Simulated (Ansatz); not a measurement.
# BaS: restoring forces

Aim: deform BaS (atom 1 (Ba) moved by (0.080, 0.000, 0.000) Å) and compute stress, forces and field gradients with LAPW, PAW and all-electron datasets made for the crystal.

Method: DFT PBE, scalar-relativistic, in Ansatz 0.2.0.

## (1) The system as given

The structure is cubic, space group Fm-3m (No. 225). Conventional cell: a = 6.388 Å, b = 6.388 Å, c = 6.388 Å, α = 90.00°, β = 90.00°, γ = 90.00°. Ba (site symmetry m-3m) is surrounded by 6 S at 3.19 Å. S (site symmetry m-3m) is surrounded by 6 Ba at 3.19 Å.

As a file:

```
CELL_PARAMETERS angstrom
0.00000 3.19375 3.19375
3.19375 0.00000 3.19375
3.19375 3.19375 0.00000
ATOMIC_POSITIONS crystal
Ba 0.00000 0.00000 0.00000
S 0.50000 0.50000 0.50000
```

Atoms are numbered in the order of the input: Ba1, S2.

## (2) The deformed structure

Space group Fm-3m before, I4mm after.

## (3) Full-potential LAPW

Input file input.yaml:

```yaml
crystal:
  lattice:
    - [0.0, 3.19375, 3.19375]
    - [3.19375, 0.0, 3.19375]
    - [3.19375, 3.19375, 0.0]
  atoms:
    - { symbol: Ba, position: [-0.0125244618, 0.0125244618, 0.0125244618] }
    - { symbol: S, position: [0.5, 0.5, 0.5] }
kpoints:
  mp_grid: { grid: [7, 7, 7] }
scf:
  occupations: { method: fermi_dirac, width: 0.01 }
hamiltonian:
  xc: pbe
  pseudopotentials: { kind: all_electron, lapw: { basis_error: 0.00025 } }
output:
  forces: true
  stress: true
  eigenvalues: true
```

The run is started by

```bash
ansatz run input.yaml --threads 1 --pin off --max-ram 2048MiB --backend cpu --events-out ev --progress --plain --runs-dir out
```

## (4) PAW with frozen cores

Changes to input.yaml since step 3:

```diff
@@ -14,3 +14,3 @@
   xc: pbe
-  pseudopotentials: { kind: all_electron, lapw: { basis_error: 0.00025 } }
+  pseudopotentials: { kind: paw }
 output:
@@ -19 +19,2 @@
   eigenvalues: true
+  efg: { contact_densities: true }
```

## (5) Datasets made for this crystal

Changes to input.yaml since step 4:

```diff
@@ -14,3 +14,3 @@
   xc: pbe
-  pseudopotentials: { kind: paw }
+  pseudopotentials: { kind: all_electron, datasets: crystal }
 output:
```

(Steps that only read results are left out.)

**Question.** What will these runs give? Wanted: pressure; largest shear or deviatoric stress; force on Ba1 along the move.

As calculated:

| quantity | value |
| --- | --- |
| pressure | LAPW 0.90, PAW 0.90, crystal datasets 0.90 GPa |
| largest shear or deviatoric stress (LAPW) | 0.18 GPa |
| force on Ba1 along the move | -0.158 eV/Å |

In words: Ba1 feels a force against its move, a stiffness of 1.98 eV/Å² with all periodic images moving together. No run of the undeformed cell stands beside it, so pressure and stress hold what the given cell had before the change, as far as its symmetry allows. PAW: stress within 0.01 GPa of LAPW, forces within 1 meV/Å. Crystal datasets: stress within 0.01 GPa of LAPW, forces within 1 meV/Å. Spin-orbit coupling is left out, though the cell holds Ba; in elements this heavy it can shift bands and gaps by tenths of an eV.

These are semilocal Kohn-Sham gaps, which aren't the measured quantity. Such gaps usually fall short of the measured ones.
